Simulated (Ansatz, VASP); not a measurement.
## P in VASP and in Ansatz

```
P
1.0
     1.63668   -5.42836    0.00000
     1.63668    5.42836    0.00000
     0.00000    0.00000    4.51314
P
4
Cartesian
  1.6367 -4.3877 2.6574
  1.6367 4.3877 1.8557
  1.6367 -1.0407 0.4008
  1.6367 1.0407 4.1123
```

Change from the starting cell: volume scaled by 0.98.

Alike in both runs: task single point; functional PBE; k mesh 8 × 8 × 6; occupations fermi-dirac, width 0.05 eV; no spin polarisation.

|  | VASP | Ansatz |
| --- | --- | --- |
| version | VASP 6.6.1 | Ansatz 0.2.0 |
| potentials or method | VASP PAW PBE potentials, release 64 (P) | Ansatz PAW |
| plane-wave cutoff (eV) | 520 | 420 |
| valence electrons in the cell | 20 | 20 |

VASP gave:

```
gap on the k mesh at the Fermi level (eV)       : 0.08
least direct gap on the mesh (eV)               : 0.08
pressure (GPa)                                  : 3.3
largest component of the traceless stress (GPa) : 0.33
rms of the force components (eV/Å)              : 0.264
```

Problem. Estimate Ansatz's values.

Solution. gap on the k mesh at the Fermi level (eV): 0.06; least direct gap on the mesh (eV): 0.06; pressure (GPa): 3.6; largest component of the traceless stress (GPa): 0.35; rms of the force components (eV/Å): 0.296.

Atom by atom the forces differ by 0.032 eV/Å (rms over components).

A k mesh can miss the band edges.
